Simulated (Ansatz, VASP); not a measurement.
# One calculation of TiH3, two programs

```
Ti H
1.0
     3.16550    0.00000    0.00000
    -1.58275    2.74140    0.00000
     0.00000    0.00000    5.58508
Ti H
2 6
Direct
  0.33333 0.66667 0.25000
  0.66667 0.33333 0.75000
  0.33333 0.66667 0.59397
  0.33333 0.66667 0.90603
  0.66667 0.33333 0.40603
  0.66667 0.33333 0.09397
  0.00000 0.00000 0.25000
  0.00000 0.00000 0.75000
```

Alike in both runs: functional PBE; k mesh 15 × 15 × 8; occupations gaussian, width 0.1 eV; no spin polarisation.

Ansatz relaxed the structure, and its values are those at the end. VASP's run is a single point on that final structure, the one shown.

|  | VASP | Ansatz |
| --- | --- | --- |
| version | VASP 6.6.1 | Ansatz 0.2.0 |
| potentials or method | VASP PAW PBE potentials, release 64 (Ti_sv, H) | scalar-relativistic, plane waves, PAW |
| plane-wave cutoff (eV) | 520 | 420 |
| valence electrons in the cell | 30 | 30 |

Ansatz gave:

```
gap on the k mesh at the Fermi level (eV) : none
pressure (GPa)                            : 0.0
```

What did VASP give for the same quantities?

gap on the k mesh at the Fermi level (eV): none; pressure (GPa): -0.1.

A gap of «none» marks a metal or a gap that the smearing closes. The functional is the same, so the differences come from potentials, cutoffs and numerics.
